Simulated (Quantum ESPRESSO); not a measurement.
Crystal: SnTe.

```xyz
2
Lattice="0.0000 3.1509 3.1509 3.1509 0.0000 3.1509 3.1509 3.1509 0.0000" Properties=species:S:1:pos:R:3 pbc="T T T"
Te    3.1509    3.1509    3.1509
Sn    0.0000    0.0000    0.0000
```

| Quantity | Value |
| --- | --- |
| Program | Quantum ESPRESSO 7.5 |
| Task | phonons |
| Functional | rPW86PBE |
| Dispersion | rVV10 |
| Potentials or basis | JTH 2.0 PBE |
| Cutoff | 707 eV |
| Density cutoff | 4245 eV |
| k mesh | 7 × 7 × 7 |
| Occupations | cold, width 0.2 eV |
| Spin | no spin polarisation |
| rVV10 parameter b | 6.3 |
| Mixing beta | 0.5 |
| Most SCF iterations | 120 |
| SCF threshold | 4e-10 Ry |

The cell and the atoms were relaxed first, to 33.79 Å³/atom (a = 4.572 Å, b = 4.572 Å, c = 4.572 Å, α = 60.00°, β = 60.00°, γ = 60.00°), and the response was taken there.

The first run showed a gap, so the response started from a second, tighter run with fixed occupations.

Task: Where do the zone-centre optical modes lie?

Result: T1u at 43i cm⁻¹ (IR). Polar modes are given without the macroscopic field (transverse values). Imaginary frequencies mark an instability of this cell.

Optical modes at Γ, degenerate ones joined, polar ones without the macroscopic field:
| cm⁻¹ | components | symmetry | active in | IR intensity, summed ((D/Å)²/amu) |
| --- | --- | --- | --- | --- |
| 43i | 3 | T1u | IR | 54.93 |

Zone-centre frequencies without and with the macroscopic field along z (cm⁻¹):
```csv
,optical modes in rising order
without,43i 43i 43i
with the field,43i 43i 103
```

Caveat: the potentials were made for another functional, which shifts forces and pressure; some modes are imaginary; the gap is small at this level, which inflates the dielectric constant; this odd mesh misses L, where the gap lies, so gap, dielectric constants and Born charges aren't listed; this smearing can shift energies of a crystal with a gap.
